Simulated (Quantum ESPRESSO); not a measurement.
# BAs (Pm-3m) in Quantum ESPRESSO: further runs, part 2 of 3

Quantum ESPRESSO 7.5.

### 3 Band structure, WC

Contents of pw.in:

```
&CONTROL
  calculation = 'scf'
  prefix = 'pwscf'
  outdir = './tmp'
  pseudo_dir = './pseudo'
  tprnfor = .true.
  tstress = .true.
  disk_io = 'low'
/
&SYSTEM
  ibrav = 0
  nat = 2
  ntyp = 2
  ecutwfc = 70
  nbnd = 9
  input_dft = 'wc'
  occupations = 'smearing'
  smearing = 'fd'
  degauss = 0.00367493
/
&ELECTRONS
  conv_thr = 4d-10
  electron_maxstep = 120
  mixing_beta = 0.5
/
ATOMIC_SPECIES
B     10.8100 B_ONCV_PBE-1.2.upf
As    74.9216 As_ONCV_PBE-1.2.upf
CELL_PARAMETERS bohr
   6.1149024813    0.0000000000    0.0000000000
   0.0000000000    6.1149024813    0.0000000000
   0.0000000000    0.0000000000    6.1149024813
ATOMIC_POSITIONS bohr
B      0.0000000000    0.0000000000    0.0000000000
As     3.0574512407    3.0574512407    3.0574512407
K_POINTS automatic
8 8 8 0 0 0
```

Contents of bands.in:

```
&CONTROL
  calculation = 'bands'
  prefix = 'pwscf'
  outdir = './tmp'
  pseudo_dir = './pseudo'
  disk_io = 'low'
  verbosity = 'high'
/
&SYSTEM
  ibrav = 0
  nat = 2
  ntyp = 2
  ecutwfc = 70
  nbnd = 9
  input_dft = 'wc'
  occupations = 'smearing'
  smearing = 'fd'
  degauss = 0.00367493
/
&ELECTRONS
  conv_thr = 1d-08
  electron_maxstep = 120
  mixing_beta = 0.5
  diago_full_acc = .true.
/
ATOMIC_SPECIES
B     10.8100 B_ONCV_PBE-1.2.upf
As    74.9216 As_ONCV_PBE-1.2.upf
CELL_PARAMETERS bohr
   6.1149024813    0.0000000000    0.0000000000
   0.0000000000    6.1149024813    0.0000000000
   0.0000000000    0.0000000000    6.1149024813
ATOMIC_POSITIONS bohr
B      0.0000000000    0.0000000000    0.0000000000
As     3.0574512407    3.0574512407    3.0574512407
K_POINTS crystal
60
 0.0000000000  0.0000000000  0.0000000000 1
 0.0000000000  0.0714285714  0.0000000000 1
 0.0000000000  0.1428571429  0.0000000000 1
 0.0000000000  0.2142857143  0.0000000000 1
 0.0000000000  0.2857142857  0.0000000000 1
 0.0000000000  0.3571428571  0.0000000000 1
 0.0000000000  0.4285714286  0.0000000000 1
 0.0000000000  0.5000000000  0.0000000000 1
 0.0714285714  0.5000000000  0.0000000000 1
 0.1428571429  0.5000000000  0.0000000000 1
 0.2142857143  0.5000000000  0.0000000000 1
 0.2857142857  0.5000000000  0.0000000000 1
 0.3571428571  0.5000000000  0.0000000000 1
 0.4285714286  0.5000000000  0.0000000000 1
 0.5000000000  0.5000000000  0.0000000000 1
 0.4545454545  0.4545454545  0.0000000000 1
 0.4090909091  0.4090909091  0.0000000000 1
 0.3636363636  0.3636363636  0.0000000000 1
 0.3181818182  0.3181818182  0.0000000000 1
 0.2727272727  0.2727272727  0.0000000000 1
 0.2272727273  0.2272727273  0.0000000000 1
 0.1818181818  0.1818181818  0.0000000000 1
 0.1363636364  0.1363636364  0.0000000000 1
 0.0909090909  0.0909090909  0.0000000000 1
 0.0454545455  0.0454545455  0.0000000000 1
 0.0000000000  0.0000000000  0.0000000000 1
 0.0357142857  0.0357142857  0.0357142857 1
 0.0714285714  0.0714285714  0.0714285714 1
 0.1071428571  0.1071428571  0.1071428571 1
 0.1428571429  0.1428571429  0.1428571429 1
 0.1785714286  0.1785714286  0.1785714286 1
 0.2142857143  0.2142857143  0.2142857143 1
 0.2500000000  0.2500000000  0.2500000000 1
 0.2857142857  0.2857142857  0.2857142857 1
 0.3214285714  0.3214285714  0.3214285714 1
 0.3571428571  0.3571428571  0.3571428571 1
 0.3928571429  0.3928571429  0.3928571429 1
 0.4285714286  0.4285714286  0.4285714286 1
 0.4642857143  0.4642857143  0.4642857143 1
 0.5000000000  0.5000000000  0.5000000000 1
 0.4545454545  0.5000000000  0.4545454545 1
 0.4090909091  0.5000000000  0.4090909091 1
 0.3636363636  0.5000000000  0.3636363636 1
 0.3181818182  0.5000000000  0.3181818182 1
 0.2727272727  0.5000000000  0.2727272727 1
 0.2272727273  0.5000000000  0.2272727273 1
 0.1818181818  0.5000000000  0.1818181818 1
 0.1363636364  0.5000000000  0.1363636364 1
 0.0909090909  0.5000000000  0.0909090909 1
 0.0454545455  0.5000000000  0.0454545455 1
 0.0000000000  0.5000000000  0.0000000000 1
 0.5000000000  0.5000000000  0.0000000000 1
 0.5000000000  0.5000000000  0.0625000000 1
 0.5000000000  0.5000000000  0.1250000000 1
 0.5000000000  0.5000000000  0.1875000000 1
 0.5000000000  0.5000000000  0.2500000000 1
 0.5000000000  0.5000000000  0.3125000000 1
 0.5000000000  0.5000000000  0.3750000000 1
 0.5000000000  0.5000000000  0.4375000000 1
 0.5000000000  0.5000000000  0.5000000000 1
```

Potentials or basis: SG15 PBE 1.2.

The run is started by

```sh
> OMP_NUM_THREADS=1 pw.x -in pw.in > pw.out
> OMP_NUM_THREADS=1 pw.x -in bands.in > bands.out
```

pw.out:

```text
This program is part of the open-source Quantum ESPRESSO suite
     for quantum simulation of materials; please cite
         "P. Giannozzi et al., J. Phys.:Condens. Matter 21 395502 (2009);
         "P. Giannozzi et al., J. Phys.:Condens. Matter 29 465901 (2017);
         "P. Giannozzi et al., J. Chem. Phys. 152 154105 (2020);
     in publications or presentations arising from this work. More details at

     IMPORTANT: XC functional enforced from input :
     Exchange-correlation= WC
                           (   1   4  11   4   0   0   0)
     Any further DFT definition will be discarded
     Please, verify this is what you really want

     Message from routine setup:
     using ibrav=0 with symmetry is DISCOURAGED, use correct ibrav instead

     G-vector sticks info
     --------------------
     sticks:   dense  smooth     PW     G-vecs:    dense   smooth      PW
     Sum         845     845    253                18037    18037    3071

     Using Slab Decomposition

     bravais-lattice index     =            0
     lattice parameter (alat)  =       6.1149  a.u.
     unit-cell volume          =     228.6486 (a.u.)^3
     number of atoms/cell      =            2
     number of atomic types    =            2
     number of electrons       =         8.00
     number of Kohn-Sham states=            9
     kinetic-energy cutoff     =      70.0000  Ry
     charge density cutoff     =     280.0000  Ry
     scf convergence threshold =      4.0E-10
     mixing beta               =       0.5000
     number of iterations used =            8  plain     mixing
     Exchange-correlation= WC
                           (   1   4  11   4   0   0   0)

     celldm(1)=   6.114902  celldm(2)=   0.000000  celldm(3)=   0.000000
     celldm(4)=   0.000000  celldm(5)=   0.000000  celldm(6)=   0.000000

     crystal axes: (cart. coord. in units of alat)
               a(1) = (   1.000000   0.000000   0.000000 )
               a(2) = (   0.000000   1.000000   0.000000 )
               a(3) = (   0.000000   0.000000   1.000000 )

     reciprocal axes: (cart. coord. in units 2 pi/alat)
               b(1) = (  1.000000  0.000000  0.000000 )
               b(2) = (  0.000000  1.000000  0.000000 )
               b(3) = (  0.000000  0.000000  1.000000 )

     PseudoPot. # 1 for B  read from file:
     B_ONCV_PBE-1.2.upf
     Pseudo is Norm-conserving, Zval =  3.0
     Generated using ONCVPSP code by D. R. Hamann
     Using radial grid of  602 points,  4 beta functions with:
                l(1) =   0
                l(2) =   0
                l(3) =   1
                l(4) =   1

     PseudoPot. # 2 for As read from file:
     As_ONCV_PBE-1.2.upf
     Pseudo is Norm-conserving, Zval =  5.0
     Generated using ONCVPSP code by D. R. Hamann
     Using radial grid of  602 points,  6 beta functions with:
                l(1) =   0
                l(2) =   0
                l(3) =   1
                l(4) =   1
                l(5) =   2
                l(6) =   2

     atomic species   valence    mass     pseudopotential
     B                 3.00    10.81000     B ( 1.00)
     As                5.00    74.92160     As( 1.00)

     48 Sym. Ops., with inversion, found

   Cartesian axes

     site n.     atom                  positions (alat units)
         1        B      tau(   1) = (   0.0000000   0.0000000   0.0000000  )
         2        As     tau(   2) = (   0.5000000   0.5000000   0.5000000  )

     number of k points=    35  Fermi-Dirac smearing, width (Ry)=  0.0037
                       cart. coord. in units 2pi/alat
        k(    1) = (   0.0000000   0.0000000   0.0000000), wk =   0.0039062
        k(    2) = (   0.0000000   0.0000000   0.1250000), wk =   0.0234375
        k(    3) = (   0.0000000   0.0000000   0.2500000), wk =   0.0234375
        k(    4) = (   0.0000000   0.0000000   0.3750000), wk =   0.0234375
        k(    5) = (   0.0000000   0.0000000  -0.5000000), wk =   0.0117188
        k(    6) = (   0.0000000   0.1250000   0.1250000), wk =   0.0468750
[... 27 lines left out ...]
        k(   34) = (   0.3750000  -0.5000000  -0.5000000), wk =   0.0234375
        k(   35) = (  -0.5000000  -0.5000000  -0.5000000), wk =   0.0039062

     Dense  grid:    18037 G-vectors     FFT dimensions: (  36,  36,  36)

     Initial potential from superposition of free atoms

     starting charge       7.9509, renormalised to       8.0000
     Starting wfcs are random

     Self-consistent Calculation

     iteration #  1     ecut=    70.00 Ry     beta= 0.50
     Davidson diagonalization with overlap
     ethr =  1.00E-02,  avg # of iterations =  8.0

     Threshold (ethr) on eigenvalues was too large:
     Diagonalizing with lowered threshold

     Davidson diagonalization with overlap
     ethr =  2.54E-04,  avg # of iterations =  2.8

     total energy              =     -18.07360503 Ry
     estimated scf accuracy    <       0.02037385 Ry

     iteration #  2     ecut=    70.00 Ry     beta= 0.50
     Davidson diagonalization with overlap
     ethr =  2.55E-04,  avg # of iterations =  1.5

     total energy              =     -18.07769769 Ry
     estimated scf accuracy    <       0.00336199 Ry

     iteration #  3     ecut=    70.00 Ry     beta= 0.50
     Davidson diagonalization with overlap
     ethr =  4.20E-05,  avg # of iterations =  3.5

     total energy              =     -18.07817222 Ry
     estimated scf accuracy    <       0.00030776 Ry
[... 19 lines left out ...]
     total energy              =     -18.07820271 Ry
     estimated scf accuracy    <          2.6E-09 Ry

     iteration #  7     ecut=    70.00 Ry     beta= 0.50
     Davidson diagonalization with overlap
     ethr =  3.28E-11,  avg # of iterations =  1.9

     total energy              =     -18.07820271 Ry
     estimated scf accuracy    <          4.0E-10 Ry

     iteration #  8     ecut=    70.00 Ry     beta= 0.50
     Davidson diagonalization with overlap
     ethr =  5.04E-12,  avg # of iterations =  1.0

     End of self-consistent calculation

          k = 0.0000 0.0000 0.0000 (  2301 PWs)   bands (ev):

    -7.0797   3.9285   5.7044   5.7044   5.7044  12.1041  12.1041  12.9755
    12.9755

          k = 0.0000 0.0000 0.1250 (  2269 PWs)   bands (ev):

    -6.8941   2.8275   5.8992   5.8992   6.0016  12.3145  12.3744  12.5763
    12.5763

          k = 0.0000 0.0000 0.2500 (  2268 PWs)   bands (ev):

    -6.3593   0.8525   6.4753   6.4753   6.5619  11.2035  11.5042  11.5042
    12.9382

          k = 0.0000 0.0000 0.3750 (  2264 PWs)   bands (ev):

    -5.5918  -0.9412   7.3626   7.4040   7.4040   9.8265  10.0925  10.0925
    13.9260
[... 38 lines left out ...]
    -4.4383  -1.0036   3.8255   4.9001   8.9707   9.2299  10.7696  10.9891
    17.1405

          k = 0.0000 0.3750 0.3750 (  2266 PWs)   bands (ev):

    -4.1979   0.2612   1.6527   4.1769   8.7280  10.0202  10.7217  11.9369
    16.9442

          k = 0.0000 0.3750-0.5000 (  2252 PWs)   bands (ev):

    -3.7791  -0.0318   2.0130   2.9732   9.3961   9.5666  11.4538  11.5471
    16.7857

          k = 0.0000-0.5000-0.5000 (  2216 PWs)   bands (ev):

    -3.4066   1.2458   1.2458   1.3662   9.5995   9.7239  11.7699  11.7699
    16.3764

          k = 0.1250 0.1250 0.1250 (  2253 PWs)   bands (ev):

    -6.5243   2.3112   4.7561   4.7561   8.2372  10.7387  12.2092  12.2092
    14.3591

          k = 0.1250 0.1250 0.2500 (  2263 PWs)   bands (ev):

    -5.9932   1.0784   4.3005   5.3526   9.1407   9.3779  10.8990  12.1033
    14.9182

          k = 0.1250 0.1250 0.3750 (  2257 PWs)   bands (ev):

    -5.2347  -0.5769   4.9499   6.3149   7.7152   9.2866  10.0931  11.6932
    15.8413
[... 18 lines left out ...]
    -4.2698  -0.8078   3.9544   5.0035   7.3268   8.0518  11.3088  11.4656
    17.7896

          k = 0.1250 0.3750 0.3750 (  2257 PWs)   bands (ev):

    -4.0306   0.4307   1.8623   4.3227   7.1846   9.1764  10.9111  11.2504
    17.6556

          k = 0.1250 0.3750-0.5000 (  2256 PWs)   bands (ev):

    -3.6189   0.1612   2.2069   3.1396   7.9639   8.6135  11.0161  11.0833
    17.6850

          k = 0.1250-0.5000-0.5000 (  2272 PWs)   bands (ev):

    -3.2535   1.4561   1.4561   1.5261   8.3977   9.0085  10.6680  10.6680
    18.0359

          k = 0.2500 0.2500 0.2500 (  2256 PWs)   bands (ev):

    -4.9544   1.1629   3.6520   3.6520   7.2278   9.7951   9.7951  11.2455
    18.9349

          k = 0.2500 0.2500 0.3750 (  2270 PWs)   bands (ev):

    -4.2344   0.4258   3.3673   4.6397   5.9158   7.9318  10.1140  11.3128
    18.8121

          k = 0.2500 0.2500-0.5000 (  2248 PWs)   bands (ev):

    -3.7982  -0.2243   3.9519   4.9280   5.6031   6.6523  10.7439  10.8308
    18.8185

          k = 0.2500 0.3750 0.3750 (  2275 PWs)   bands (ev):

    -3.5624   0.9110   2.4840   4.6659   5.0305   7.6647   8.9242  10.5458
    18.9405

          k = 0.2500 0.3750-0.5000 (  2272 PWs)   bands (ev):

    -3.1751   0.7334   2.7583   3.5965   5.8262   6.8865   9.4410   9.5157
    19.4301

          k = 0.2500-0.5000-0.5000 (  2284 PWs)   bands (ev):

    -2.8327   1.9919   2.0801   2.0801   6.3460   7.5291   8.6074   8.6074
    19.9540

          k = 0.3750 0.3750 0.3750 (  2284 PWs)   bands (ev):

    -2.9440   1.5167   3.4818   3.4818   4.5839   6.9391   6.9391   9.1004
    20.1322

          k = 0.3750 0.3750-0.5000 (  2288 PWs)   bands (ev):

    -2.6042   1.6573   3.3387   3.9022   4.4225   5.6509   7.6218   7.8193
    20.8328

          k = 0.3750-0.5000-0.5000 (  2280 PWs)   bands (ev):

    -2.3020   2.6872   3.0806   3.0806   4.6815   6.0633   6.5880   6.5880
    21.5737

          k =-0.5000-0.5000-0.5000 (  2272 PWs)   bands (ev):

    -2.0284   3.1766   4.0144   4.0144   4.0144   5.2980   5.2980   5.2980
    22.2112

     the Fermi energy is     6.2335 ev

!    total energy              =     -18.07820271 Ry
     estimated scf accuracy    <          3.9E-12 Ry
     smearing contrib. (-TS)   =      -0.00067744 Ry
     internal energy E=F+TS    =     -18.07752528 Ry

     The total energy is F=E-TS. E is the sum of the following terms:
     one-electron contribution =       6.02684520 Ry
     hartree contribution      =       0.45297248 Ry
     xc contribution           =      -4.84710330 Ry
     ewald contribution        =     -19.71023966 Ry

     convergence has been achieved in   8 iterations

     Forces acting on atoms (cartesian axes, Ry/au):

     atom    1 type  1   force =     0.00000000    0.00000000    0.00000000
     atom    2 type  2   force =     0.00000000    0.00000000    0.00000000

     Total force =     0.000000     Total SCF correction =     0.000000

     Computing stress (Cartesian axis) and pressure

          total   stress  (Ry/bohr**3)                   (kbar)     P=     -161.88
  -0.00110042   0.00000000   0.00000000         -161.88        0.00        0.00
   0.00000000  -0.00110042   0.00000000            0.00     -161.88        0.00
   0.00000000   0.00000000  -0.00110042            0.00        0.00     -161.88

=------------------------------------------------------------------------------=
   JOB DONE.
=------------------------------------------------------------------------------=
```

It took 11 s on 1 thread of Intel Xeon 6975P-C (Granite Rapids), shared host; peak memory 0.09 GiB.

Results:

* Free energy: -245.9665 eV
* Pressure: -16.2 GPa
* Band gap on the k mesh: none (metal or under the smearing width)

Levels at the corners of the path, in eV from the Fermi level:
| point | band 2 | band 3 | band 4 | band 5 | band 6 | band 7 |
| --- | --- | --- | --- | --- | --- | --- |
| Γ | -2.31 | -0.53 | -0.53 | -0.53 | 5.87 | 5.87 |
| X | -8.02 | 1.95 | 2.24 | 2.24 | 2.55 | 2.59 |
| M | -4.99 | -4.99 | -4.87 | 3.37 | 3.49 | 5.54 |
| Γ | -2.31 | -0.53 | -0.53 | -0.53 | 5.87 | 5.87 |
| R | -3.06 | -2.22 | -2.22 | -2.22 | -0.94 | -0.94 |
| X | -8.02 | 1.95 | 2.24 | 2.24 | 2.55 | 2.59 |
| M | -4.99 | -4.99 | -4.87 | 3.37 | 3.49 | 5.54 |
| R | -3.06 | -2.22 | -2.22 | -2.22 | -0.94 | -0.94 |

Caveat: the potentials were made for another functional, which shifts forces and pressure.

(Part 2 of 3 ends here.)
